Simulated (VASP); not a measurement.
# BeS (F-43m) in VASP: G0W0 quasiparticle levels with LDA

Aim: the G0W0 quasiparticle levels of BeS with LDA.

Everything below comes from runs of VASP 6.6.1. Logs are shortened: lines on timing, memory, paths and dates and some standing lists are left out, and cuts for length are marked.

## Step 1: Starting point

It takes space group F-43m (No. 216, cubic). Conventional cell: a = 4.850 Å, b = 4.850 Å, c = 4.850 Å, α = 90.00°, β = 90.00°, γ = 90.00°. Around S (site symmetry -43m) lie 4 Be at 2.10 Å. Be (site symmetry -43m) is surrounded by 4 S at 2.10 Å.

## Step 2: G0W0 quasiparticle levels, LDA

Input file POSCAR:

```
BeS
1.0
    0.0000000000      2.4250000000      2.4250000000
    2.4250000000      0.0000000000      2.4250000000
    2.4250000000      2.4250000000      0.0000000000
S Be
1 1
Direct
    0.7500000000      0.7500000000      0.7500000000
    0.0000000000      0.0000000000      0.0000000000
```

Input file INCAR.step1:

```
SYSTEM = BeS
PREC = Accurate
ENCUT = 500
EDIFF = 1E-8
ISMEAR = 0
SIGMA = 0.01
LREAL = .FALSE.
LASPH = .TRUE.
NELM = 100
ALGO = Normal
LWAVE = .TRUE.
LCHARG = .FALSE.
GGA = CA
KPAR = 4
```

Input file INCAR.step2:

```
SYSTEM = BeS
PREC = Accurate
ENCUT = 500
EDIFF = 1E-8
ISMEAR = 0
SIGMA = 0.01
LREAL = .FALSE.
LASPH = .TRUE.
NELM = 1
ALGO = Exact
LWAVE = .TRUE.
LCHARG = .FALSE.
GGA = CA
NBANDS = 187
LOPTICS = .TRUE.
ISTART = 1
KPAR = 4
```

Input file INCAR.step3:

```
SYSTEM = BeS
PREC = Accurate
ENCUT = 500
EDIFF = 1E-8
ISMEAR = 0
SIGMA = 0.01
LREAL = .FALSE.
LASPH = .TRUE.
ALGO = EVGW0
LWAVE = .FALSE.
LCHARG = .FALSE.
GGA = CA
NELMGW = 1
NBANDS = 187
ENCUTGW = 200
NOMEGA = 50
PRECFOCK = Fast
ISTART = 1
NBANDSGW = 12
KPAR = 4
```

Input file KPOINTS:

```
regular mesh
0
G
  6 6 6
  0 0 0
```

Potentials or basis: VASP PAW LDA potentials, release 64 (S_GW, Be_GW).

Started as:

```
> cat potpaw_LDA.64/S_GW/POTCAR potpaw_LDA.64/Be_GW/POTCAR > POTCAR
> cp INCAR.step1 INCAR
> mpirun -np 4 vasp_std > vasp.out
> cp INCAR.step2 INCAR
> mpirun -np 4 vasp_std > vasp.out
> cp INCAR.step3 INCAR
> mpirun -np 4 vasp_std > vasp.out
```

OUTCAR:

```text
SYSTEM = BeS
   PREC = Accurate
   ENCUT = 500
   EDIFF = 1E-8
   ISMEAR = 0
   LREAL = .FALSE.
   LASPH = .TRUE.
   GGA = CA
   NELMGW = 1
   ENCUTGW = 200
   PRECFOCK = Fast
   ISTART = 1

 ion  position               nearest neighbor table
   1  0.750  0.750  0.750-   2 2.10   2 2.10   2 2.10   2 2.10
   2  0.000  0.000  0.000-   1 2.10   1 2.10   1 2.10   1 2.10

  LATTYP: Found a face centered cubic cell.
 ALAT       =     4.8500000000

  Lattice vectors:

 A1 = (   0.0000000000,   2.4250000000,   2.4250000000)
 A2 = (   2.4250000000,   0.0000000000,   2.4250000000)
 A3 = (   2.4250000000,   2.4250000000,   0.0000000000)

Analysis of symmetry for initial positions (statically):
=====================================================================
 Subroutine PRICEL returns:
 Original cell was already a primitive cell.

 Routine SETGRP: Setting up the symmetry group for a
 face centered cubic supercell.

 Subroutine GETGRP returns: Found 24 space group operations
 (whereof 24 operations were pure point group operations)
 out of a pool of 48 trial point group operations.

The static configuration has the point symmetry T_d .

Analysis of symmetry for dynamics (positions and initial velocities):
=====================================================================
 Subroutine PRICEL returns:
 Original cell was already a primitive cell.

 Routine SETGRP: Setting up the symmetry group for a
 face centered cubic supercell.

 Subroutine GETGRP returns: Found 24 space group operations
 (whereof 24 operations were pure point group operations)
 out of a pool of 48 trial point group operations.

The dynamic configuration has the point symmetry T_d .

 Subroutine INISYM returns: Found 24 space group operations
 (whereof 24 operations are pure point group operations),
 and found     1 'primitive' translations

----------------------------------------------------------------------------------------

                                     Primitive cell

[... 79 lines left out ...]
   ENCUT  =  500.0 eV  36.75 Ry    6.06 a.u.   6.25  6.25  6.25*2*pi/ulx,y,z
   NELM   =     60;   NELMIN=  2; NELMDL=  0     # of ELM steps
   EDIFF  = 0.1E-07   stopping-criterion for ELM
   LREAL  =      F    real-space projection
   EDIFFG = 0.1E-06   stopping-criterion for IOM
   NSW    =      0    number of steps for IOM
   IBRION =     -1    ionic relax: 0-MD 1-quasi-New 2-CG
   NFREE  =      0    steps in history (QN), initial steepest desc. (CG)
   ISIF   =      0    stress and relaxation
   ISYM   =      3    0-nonsym 1-usesym 2-fastsym
   POTIM  = 0.5000    time-step for ionic-motion
   TEBEG  =    0.0;   TEEND  =   0.0 temperature during run
   PSTRESS=    0.0 pullay stress
   NELECT =       8.0000    total number of electrons
   NUPDOWN=      -1.0000    fix difference up-down
   EMIN   =  10.00;   EMAX   =-10.00  energy-range for DOS
   EFERMI =   0.00;   METHOD = LEGACY
   ISMEAR =     0;   SIGMA  =   0.01  broadening in eV -4-tet -1-fermi 0-gaus
   EFERMI_NEDOS =   21; number of points for ismear=-14 and -15
   IALGO  =     38    algorithm
   IMIX   =      4    mixing-type and parameters
     AMIX     =   0.40;   BMIX     =  1.00
     AMIX_MAG =   1.60;   BMIX_MAG =  1.00
  volume/ion in A,a.u.               =      14.26        96.23
  Fermi-wavevector in a.u.,A,eV,Ry     =   1.071642  2.025110 15.625158  1.148417
  Thomas-Fermi vector in A             =   2.207388
   LORBIT       =      0    0 simple, 1 ext, 2 COOP (PROOUT), +10 PAW based schemes
   GGA     = CA    functional components
   LHFCALC =     T    Hartree Fock is set to
   PRECFOCK=fast      Normal, Fast or Accurate (Low or Medium for compatibility)
   ENCUT4O =  -1.0   cutoff for four orbital integrals eV
   NKREDX  =     1    reduce k-point grid by
   NKREDY  =     1    reduce k-point grid by
   NKREDZ  =     1    reduce k-point grid by
   AEXX    =    1.0000 exact exchange contribution
   HFSCREEN=    0.0000 screening length (either q_TF or 0.3 A-1)
   HFSCREENC=   0.0000 screening length for correlation (either q_TF or 0.3 A-1)
   ENCUTFOCK=  -1.0 apply spherical cutoff to Coloumb kernel
   IVDW    =     0    specifies the selected vdW correction
   LEPSILON=     F    determine dielectric tensor
   LRPA    =     F    only Hartree local field effects (RPA)
   LRPAFORCE           =     F    calculate RPA forces
   ENCUTGW             = 200.0    cutoff for response function in eV
   ENCUTGWSOFT         = 160.0    soft cutoff for Coulomb kernel in GW response function in eV
   ENCUTLF             =  -1.0    cutoff for local field effects
   NELMGW              =     1    number of iterations in solving QP/BSE equation
   NELMHF              =     1    number of iterations in the inner HF iteration
   NKREDLFX            =     1    NKREDLFY  =   1   NKREDLFZ  =   1
 non-spin polarized calculation
 Gauss-broadening in eV      SIGMA  =   0.01
  energy-cutoff  :      500.00
  volume of cell :       28.52
 maximum number of plane-waves:       745
 NGX is ok and might be reduce to    28
  NGX = 16; NGY = 16; NGZ = 16
   NGX = 13   NGY = 13   NGZ = 13
 maximum number of plane-waves:       190

 QP shifts <psi_nk| G(iteration)W_0 |psi_nk>: iteration 1
 for sc-GW calculations column KS-energies equals QP-energies in previous step
 and V_xc(KS)=  KS-energies - (<T + V_ion + V_H > + <T+V_H+V_ion>^1  + <V_x>^1)

 k-point   1 :       0.0000    0.0000    0.0000
  band No.  KS-energies  QP-energies   sigma(KS)   V_xc(KS)     V^pw_x(r,r')   Z            occupation Imag(sigma)

      1      -9.9817     -10.9957     -14.2399     -12.8386     -21.2884       0.7236       2.0000       1.4983
      2       3.6793       2.7051     -15.0607     -13.8188     -16.3974       0.7844       2.0000       0.0469
      3       3.6793       2.7051     -15.0607     -13.8188     -16.3974       0.7844       2.0000       0.0469
      4       3.6793       2.7051     -15.0607     -13.8188     -16.3974       0.7844       2.0000       0.0469
      5       9.1917      10.0665      -9.7437     -10.8449      -5.3266       0.7945       0.0000      -0.0851
      6       9.1917      10.0665      -9.7437     -10.8449      -5.3266       0.7945       0.0000      -0.0851
      7       9.1917      10.0665      -9.7437     -10.8449      -5.3266       0.7945       0.0000      -0.0851
      8       9.3544       9.9641     -10.0265     -10.7943      -5.4176       0.7941       0.0000      -0.0936
      9      16.2857      17.1205     -10.5675     -11.6534      -4.9609       0.7687       0.0000      -0.2215
     10      16.2857      17.1205     -10.5675     -11.6534      -4.9609       0.7687       0.0000      -0.2215
     11      18.2995      18.5625      -8.6560      -9.0046      -2.3766       0.7544       0.0000      -0.4664
     12      19.9677      20.3526      -8.6552      -9.1438      -2.2911       0.7878       0.0000      -0.6753
[... 228 lines left out ...]
      1      -7.7594      -8.6130     -15.1152     -13.9283     -21.5230       0.7193       2.0000       1.0352
      2      -0.9416      -2.1505     -13.5763     -11.9464     -16.5265       0.7417       2.0000       0.1155
      3       0.2175      -0.8927     -13.6922     -12.2274     -16.1017       0.7579       2.0000       0.0821
      4       0.4245      -0.6116     -13.3823     -12.0233     -15.6064       0.7624       2.0000       0.0742
      5       8.6385       9.2370      -9.6299     -10.3762      -5.4029       0.8020       0.0000      -0.0858
      6      10.1890      10.8994      -9.7660     -10.6611      -5.2014       0.7937       0.0000      -0.0948
      7      13.5062      14.3214     -10.0618     -11.1350      -4.4353       0.7596       0.0000      -0.1699
      8      13.9875      14.8425     -10.6779     -11.8130      -4.9774       0.7532       0.0000      -0.1710
      9      17.8200      18.7702     -10.8674     -12.1314      -4.4559       0.7517       0.0000      -0.3855
     10      17.9089      18.6574     -10.9460     -11.9593      -4.2740       0.7387       0.0000      -0.4464
     11      20.3093      21.2487     -10.8016     -12.0436      -3.9914       0.7564       0.0000      -0.5820
     12      21.7660      22.4115     -10.4179     -11.2427      -3.6744       0.7827       0.0000      -0.8195
```

Run time: 2.3 min. Hardware: 4 MPI ranks of Intel Xeon Platinum 8559C (Emerald Rapids), shared host; peak memory 0.79 GiB.

What came out:

- Band gap on the k mesh, mean-field level: 2.90 eV, indirect (least direct gap 5.51 eV)
- Quasiparticle gap: 4.43 eV
- Least direct quasiparticle gap: 7.21 eV

Caveat: bands, screening cutoff and mesh are small and nothing is extrapolated, so the quasiparticle values aren't converged.
